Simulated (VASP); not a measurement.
# BN (F-43m) in VASP: further runs, part 2 of 2

VASP 6.6.1.

### Step 3. Single point, PBEsol+D3(BJ)

INCAR reads:

```
  ALGO = Normal
  EDIFF = 1E-7
  ENCUT = 520
  GGA = PS
  ISIF = 2
  ISMEAR = 0
  IVDW = 12
  LASPH = True
  LCHARG = True
  LELF = True
  LREAL = False
  LVHAR = True
  LWAVE = False
  NBANDS = 11
  NELM = 80
  PREC = Accurate
  SIGMA = 0.05
```

KPOINTS reads:

```
k-points
0
Gamma
  12 12 12
```

POSCAR reads:

```
BN
1.0
    0.0000000000      1.8074995743      1.8074995743
    1.8074995743      0.0000000000      1.8074995743
    1.8074995743      1.8074995743      0.0000000000
B N
1 1
Direct
    0.0000000000      0.0000000000      0.0000000000
    0.7500000000      0.7500000000      0.7500000000
```

Potentials or basis: VASP PAW PBE potentials, release 64 (B, N).

Command:

```
> cat potpaw_PBE.64/B/POTCAR potpaw_PBE.64/N/POTCAR > POTCAR
> mpirun -np 1 vasp_std > vasp.out
```

OUTCAR:

```text
EDIFF = 1E-7
   ENCUT = 520
   GGA = PS
   ISIF = 2
   ISMEAR = 0
   IVDW = 12
   LASPH = True
   LREAL = False
   NELM = 80
   PREC = Accurate
 IVDW          = 12

 ion  position               nearest neighbor table
   1  0.000  0.000  0.000-   2 1.57   2 1.57   2 1.57   2 1.57
   2  0.750  0.750  0.750-   1 1.57   1 1.57   1 1.57   1 1.57

  LATTYP: Found a face centered cubic cell.
 ALAT       =     3.6149991486

  Lattice vectors:

 A1 = (   0.0000000000,   1.8074995743,   1.8074995743)
 A2 = (   1.8074995743,   0.0000000000,   1.8074995743)
 A3 = (   1.8074995743,   1.8074995743,   0.0000000000)

Analysis of symmetry for initial positions (statically):
=====================================================================
 Subroutine PRICEL returns:
 Original cell was already a primitive cell.

 Routine SETGRP: Setting up the symmetry group for a
 face centered cubic supercell.

 Subroutine GETGRP returns: Found 24 space group operations
 (whereof 24 operations were pure point group operations)
 out of a pool of 48 trial point group operations.

The static configuration has the point symmetry T_d .

Analysis of symmetry for dynamics (positions and initial velocities):
=====================================================================
 Subroutine PRICEL returns:
 Original cell was already a primitive cell.

 Routine SETGRP: Setting up the symmetry group for a
 face centered cubic supercell.

 Subroutine GETGRP returns: Found 24 space group operations
 (whereof 24 operations were pure point group operations)
 out of a pool of 48 trial point group operations.

The dynamic configuration has the point symmetry T_d .

 Subroutine INISYM returns: Found 24 space group operations
 (whereof 24 operations are pure point group operations),
 and found     1 'primitive' translations

----------------------------------------------------------------------------------------

                                     Primitive cell

[... 117 lines left out ...]
   AEXX    =    0.0000 exact exchange contribution
   IVDW    =    12    specifies the selected vdW correction
   LEPSILON=     F    determine dielectric tensor
   LRPA    =     F    only Hartree local field effects (RPA)
 non-spin polarized calculation
 Gauss-broadening in eV      SIGMA  =   0.05
  energy-cutoff  :      520.00
  volume of cell :       11.81
 maximum number of plane-waves:       332
   NGX =  9   NGY =  9   NGZ =  9

 number of electron       7.9999999 magnetization

 Free energy of the ion-electron system (eV)
  ---------------------------------------------------
  ext. energy  EPLUGINS =         0.00000000
  ---------------------------------------------------
  free energy    TOTEN  =       -18.34650183 eV

  energy without entropy =      -18.34650183  energy(sigma->0) =      -18.34650183

 E-fermi :   7.5814     XC(G=0): -13.0162

 val. band max:        7.3627813595   @ k =   0.0000   0.0000   0.0000
 cond. band min:      11.6394857448   @ k =   0.5000   0.5000   0.0000
 fundamental gap:      4.2767043853
 Fermi energy:         7.5814138636

 k-point     1 :       0.0000    0.0000    0.0000
  band No.  band energies     occupation
      1     -12.8902      2.00000
      2       7.3628      2.00000
      3       7.3628      2.00000
      4       7.3628      2.00000
      5      16.1245      0.00000
      6      16.1245      0.00000
      7      16.1245      0.00000
      8      17.6303      0.00000
      9      31.8728      0.00000
     10      35.0524      0.00000
     11      35.0524      0.00000
[... 309 lines left out ...]
 k-point    24 :      -0.4167    0.1667    0.0000
  band No.  band energies     occupation
      1      -8.2551      2.00000
      2      -2.7166      2.00000
      3       3.2141      2.00000
      4       4.7795      2.00000
      5      16.5459      0.00000
      6      19.4994      0.00000
      7      19.5363      0.00000
      8      22.9625      0.00000
      9      28.2073      0.00000
     10      32.5492      0.00000
     11      33.9203      0.00000

 [... further k-points ...]

------------------------ aborting loop because EDIFF is reached ----------------------------------------

 Edisp (eV)   -0.28785

 E8    (eV) :    -0.1426

  FORCE on cell =-STRESS in cart. coord.  units (eV):
  Direction    XX          YY          ZZ          XY          YZ          ZX
  --------------------------------------------------------------------------------------
  -------------------------------------------------------------------------------------
  Total      -0.46589    -0.46589    -0.46589     0.00000    -0.00000     0.00000
  in kB     -63.20143   -63.20143   -63.20143     0.00000    -0.00000     0.00000
  external pressure =      -63.20 kB  Pullay stress =        0.00 kB

 VOLUME and BASIS-vectors are now :
 -----------------------------------------------------------------------------
  energy-cutoff  :      520.00
  volume of cell :       11.81
      direct lattice vectors                 reciprocal lattice vectors
     0.000000000  1.807499574  1.807499574    -0.276625238  0.276625238  0.276625238
     1.807499574  0.000000000  1.807499574     0.276625238 -0.276625238  0.276625238
     1.807499574  1.807499574  0.000000000     0.276625238  0.276625238 -0.276625238

 POSITION                                       TOTAL-FORCE (eV/Angst)
 -----------------------------------------------------------------------------------
      0.00000      0.00000      0.00000        -0.000000     -0.000000     -0.000000
      2.71125      2.71125      2.71125         0.000000      0.000000      0.000000
 -----------------------------------------------------------------------------------
    total drift:                               -0.000000     -0.000000     -0.000000

  FREE ENERGIE OF THE ION-ELECTRON SYSTEM (eV)
  ---------------------------------------------------
  free  energy   TOTEN  =       -18.6343528660 eV

  energy  without entropy=      -18.6343528660  energy(sigma->0) =      -18.63435287
```

OSZICAR:

```text
N       E                     dE             d eps       ncg     rms          rms(c)
DAV:   1     0.846106367487E+01    0.84611E+01   -0.49814E+03  1648   0.722E+02
DAV:   2    -0.188171647383E+02   -0.27278E+02   -0.26364E+02  1895   0.164E+02
DAV:   3    -0.192908558509E+02   -0.47369E+00   -0.47286E+00  1890   0.182E+01
DAV:   4    -0.192914056124E+02   -0.54976E-03   -0.54975E-03  1692   0.671E-01
DAV:   5    -0.192914060906E+02   -0.47821E-06   -0.47821E-06  1818   0.199E-02    0.655E+00
DAV:   6    -0.184504102584E+02    0.84100E+00   -0.26721E+00  1659   0.935E+00    0.326E+00
DAV:   7    -0.183669570015E+02    0.83453E-01   -0.98794E-02  1776   0.252E+00    0.187E+00
DAV:   8    -0.183464862893E+02    0.20471E-01   -0.32452E-02  1779   0.124E+00    0.178E-01
DAV:   9    -0.183464803644E+02    0.59249E-05   -0.85325E-04  1692   0.244E-01    0.790E-02
DAV:  10    -0.183464999629E+02   -0.19599E-04   -0.62478E-05  1766   0.693E-02    0.131E-02
DAV:  11    -0.183465018037E+02   -0.18408E-05   -0.41783E-06  1763   0.156E-02    0.837E-03
DAV:  12    -0.183465018377E+02   -0.33946E-07   -0.10207E-06  1755   0.670E-03    0.344E-04
DAV:  13    -0.183465018292E+02    0.84532E-08   -0.11876E-08   834   0.110E-03
   1 F= -.18634353E+02 E0= -.18634353E+02  d E =-.243332E-12
```

It took 4.8 s on 1 thread of Intel Xeon 6975P-C (Granite Rapids), shared host; peak memory 0.13 GiB.

What came out:

```yaml
Free_energy: -18.6344 eV
Pressure: -6.3 GPa
Band_gap_on_the_k_mesh: 4.28 eV, indirect (least direct gap 8.76 eV)
Dispersion_energy_per_atom: -0.144 eV
```

Levels at points of the mesh, in eV from the valence-band top:
```tsv
k point	band 1	band 2	band 3	band 4	band 5	band 6	band 7	band 8	band 9
(0.00, 0.00, 0.00)	-20.25	0.00	0.00	0.00	8.76	8.76	8.76	10.27	24.51
(0.50, 0.00, 0.00)	-15.98	-10.78	-1.95	-1.95	10.09	10.62	10.62	15.08	23.18
(0.50, 0.50, 0.00)	-14.61	-8.96	-4.94	-4.94	4.28	9.09	17.88	17.88	20.62
```

Caveat: the PAW data sets were made with another functional, which shifts forces and pressure a little. PBEsol gaps usually lie below the measured ones, often by a third to a half.

### Step 4. Single point, PBEsol

INCAR reads:

```
PREC     = Accurate       # precision mode
ENCUT    = 520            # plane-wave cutoff, eV
EDIFF    = 1E-6           # SCF threshold, eV
ISMEAR   = 0              # smearing method
SIGMA    = 0.05           # smearing width, eV
LREAL    = False          # projectors in reciprocal space
LASPH    = True           # aspherical terms in the spheres
NELM     = 100            # most SCF steps
ALGO     = Normal         # electronic algorithm
ISIF     = 2              # what is computed and relaxed
LWAVE    = False          # write WAVECAR
LCHARG   = False          # write CHGCAR
GGA      = PS             # functional
NBANDS   = 11             # bands
```

KPOINTS reads:

```
regular mesh
0
Gamma
  12 12 12
```

POSCAR is that of step 3.

Potentials or basis: VASP PAW PBE potentials, release 64 (B, N).

Command:

```
> cat potpaw_PBE.64/B/POTCAR potpaw_PBE.64/N/POTCAR > POTCAR
> mpirun -np 1 vasp_std > vasp.out
```

OUTCAR:

```text
PREC = Accurate
   ENCUT = 520
   EDIFF = 1E-6
   ISMEAR = 0
   LREAL = False
   LASPH = True
   NELM = 100
   ISIF = 2
   GGA = PS

 ion  position               nearest neighbor table
   1  0.000  0.000  0.000-   2 1.57   2 1.57   2 1.57   2 1.57
   2  0.750  0.750  0.750-   1 1.57   1 1.57   1 1.57   1 1.57

  LATTYP: Found a face centered cubic cell.
 ALAT       =     3.6149991486

  Lattice vectors:

 A1 = (   0.0000000000,   1.8074995743,   1.8074995743)
 A2 = (   1.8074995743,   0.0000000000,   1.8074995743)
 A3 = (   1.8074995743,   1.8074995743,   0.0000000000)

Analysis of symmetry for initial positions (statically):
=====================================================================
 Subroutine PRICEL returns:
 Original cell was already a primitive cell.

 Routine SETGRP: Setting up the symmetry group for a
 face centered cubic supercell.

 Subroutine GETGRP returns: Found 24 space group operations
 (whereof 24 operations were pure point group operations)
 out of a pool of 48 trial point group operations.

The static configuration has the point symmetry T_d .

Analysis of symmetry for dynamics (positions and initial velocities):
[... 163 lines left out ...]
 fundamental gap:      4.2766724586
 Fermi energy:         7.5814214842

 k-point     1 :       0.0000    0.0000    0.0000
  band No.  band energies     occupation
      1     -12.8902      2.00000
      2       7.3628      2.00000
      3       7.3628      2.00000
      4       7.3628      2.00000
      5      16.1245      0.00000
      6      16.1245      0.00000
      7      16.1245      0.00000
      8      17.6303      0.00000
      9      31.8728      0.00000
     10      35.0524      0.00000
     11      35.0524      0.00000
[... 309 lines left out ...]
 k-point    24 :      -0.4167    0.1667    0.0000
  band No.  band energies     occupation
      1      -8.2551      2.00000
      2      -2.7165      2.00000
      3       3.2142      2.00000
      4       4.7796      2.00000
      5      16.5459      0.00000
      6      19.4994      0.00000
      7      19.5363      0.00000
      8      22.9625      0.00000
      9      28.2073      0.00000
     10      32.5492      0.00000
     11      33.9203      0.00000

 [... further k-points ...]
[... 5 lines left out ...]
  --------------------------------------------------------------------------------------
  -------------------------------------------------------------------------------------
  Total       -0.1729704     -0.1729704     -0.1729704      0.0000000     -0.0000000     -0.0000000
  in kB      -23.4648521    -23.4648521    -23.4648521      0.0000000     -0.0000000     -0.0000000
  external PRESSURE =     -23.4648521 kB  Pullay stress =       0.0000000 kB

 VOLUME and BASIS-vectors are now :
 -----------------------------------------------------------------------------
  energy-cutoff  :      520.00
  volume of cell :       11.81
      direct lattice vectors                 reciprocal lattice vectors
     0.000000000  1.807499574  1.807499574    -0.276625238  0.276625238  0.276625238
     1.807499574  0.000000000  1.807499574     0.276625238 -0.276625238  0.276625238
     1.807499574  1.807499574  0.000000000     0.276625238  0.276625238 -0.276625238

 POSITION                                       TOTAL-FORCE (eV/Angst)
 -----------------------------------------------------------------------------------
      0.00000      0.00000      0.00000        -0.000000     -0.000000     -0.000000
      2.71125      2.71125      2.71125         0.000000      0.000000      0.000000
 -----------------------------------------------------------------------------------
    total drift:                               -0.000000     -0.000000     -0.000000

  FREE ENERGIE OF THE ION-ELECTRON SYSTEM (eV)
  ---------------------------------------------------
  free  energy   TOTEN  =       -18.3465018352 eV

  energy  without entropy=      -18.3465018352  energy(sigma->0) =      -18.34650184
```

stdout:

```text
POSCAR found type information on POSCAR B N
 POSCAR found :  2 types and       2 ions
 scaLAPACK will be used
 -----------------------------------------------------------------------------
|                                                                             |
|                                                                             |
|     You enforced a specific xc type in the INCAR file but a different       |
|     I HOPE YOU KNOW WHAT YOU ARE DOING!                                     |
|                                                                             |
 -----------------------------------------------------------------------------

 LDA part: xc-table for (Slater+PW92), standard interpolation
 POSCAR, INCAR and KPOINTS ok, starting setup
 FFT: planning ... GRIDC
 FFT: planning ... GRID_SOFT
 FFT: planning ... GRID
 WAVECAR not read
 entering main loop
```

Run time: 4.7 s. Hardware: 1 thread of Intel Xeon 6975P-C (Granite Rapids), shared host; peak memory 0.12 GiB.

What came out:

```yaml
Free_energy: -18.3465 eV
Pressure: -2.3 GPa
Band_gap_on_the_k_mesh: 4.28 eV, indirect (least direct gap 8.76 eV)
```

Levels at points of the mesh, in eV from the valence-band top:
```tsv
k point	band 2	band 3	band 4	band 5	band 6	band 7
(0.00, 0.00, 0.00)	0.00	0.00	0.00	8.76	8.76	8.76
(0.50, 0.00, 0.00)	-10.78	-1.95	-1.95	10.09	10.62	10.62
(0.50, 0.50, 0.00)	-8.96	-4.94	-4.94	4.28	9.09	17.88
```

Caveat: the PAW data sets were made with another functional, which shifts forces and pressure a little.

### Step 5. The runs side by side

```csv
level,gap on the mesh (eV),pressure (GPa)
PBE,4.46,3.3
PBEsol+D3(BJ),4.28,-6.3
PBEsol,4.28,-2.3
```

Alike in all rows: task single point; potentials or basis VASP PAW PBE potentials, release 64 (B, N); no spin polarisation; cell as given; k mesh 12 × 12 × 12; cutoff (eV) 520; smearing gaussian 0.05 eV.

On the cell as given the gap runs from 4.28 eV (PBEsol+D3(BJ)) to 4.46 eV (PBE). The pressure there spans -6.3 GPa (PBEsol+D3(BJ)) to 3.3 GPa (PBE); a positive pressure means that this level wants a larger cell, a negative one a smaller.

Caveats: the PAW data sets were made with another functional, which shifts forces and pressure a little (some runs).

Total energies depend on the potentials used, so only differences within one code and one set of settings carry meaning.

### Step 6. Comparison with measurements

Step 4. Measured gap of BN: 6.4 eV (indirect; 300 K; a printed reference work, monograph). This calculation gives 4.28 eV (-2.12 eV). The value is that of PBEsol on a finite k mesh, which can miss the band edges, without temperature or zero-point motion. Semilocal functionals fall short of measured gaps as a rule.
